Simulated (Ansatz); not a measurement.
# Si: the cost of one run

Method: DFT r2SCAN, scalar-relativistic, plane waves, PAW, in Ansatz 0.2.0.

## (1) Starting point

It takes space group P6/mmm (No. 191, hexagonal). Conventional cell: a = 2.621 Å, b = 2.621 Å, c = 2.466 Å, α = 90.00°, β = 90.00°, γ = 120.00°. Si (site symmetry 6/mmm) is surrounded by 8 Si at 2.47 to 2.62 Å.

Coordinates:

```cif
data_structure
_symmetry_space_group_name_H-M 'P 1'
_symmetry_Int_Tables_number 1
_cell_length_a 2.6205
_cell_length_b 2.6205
_cell_length_c 2.4664
_cell_angle_alpha 90.000
_cell_angle_beta 90.000
_cell_angle_gamma 120.000
_cell_volume 14.67
loop_
_atom_site_label
_atom_site_type_symbol
_atom_site_fract_x
_atom_site_fract_y
_atom_site_fract_z
_atom_site_occupancy
Si1 Si 0.00000 0.00000 0.00000 1
```

The structure comes from the Materials Project (structure only).

## (2) Another functional, on a distorted cell: r2SCAN

What differs from the listed cell: strain xx, yy, zz, yz, xz, xy = -2.2, -2.2, -2.2, +0.0, +0.0, +0.0 %.

The input, input.yaml:

```yaml
crystal:
  lattice:
    - [2.5631005164, 0.0, 0.0]
    - [-1.2815502582, 2.2197101596, 0.0]
    - [0.0, 0.0, 2.4122919018]
  atoms:
    - { symbol: Si, position: [0.0, 0.0, 0.0] }
basis:
  ecutwfc: 500
kpoints:
  mp_grid: { grid: [18, 18, 16] }
hamiltonian:
  xc: r2scan
scf:
  occupations: { method: gaussian, width: 0.1 }
output:
  forces: true
  stress: true
  eigenvalues: true
```

Started as:

```console
> ansatz run input.yaml --threads 1 --pin off --max-ram 1331MiB --backend cpu --events-out ev --progress --plain --runs-dir out
```

Q: Estimate wall time and peak memory on 1 thread of an x86-64 CPU, shared host.

About 2.3 s, with a peak of 0.45 GiB.
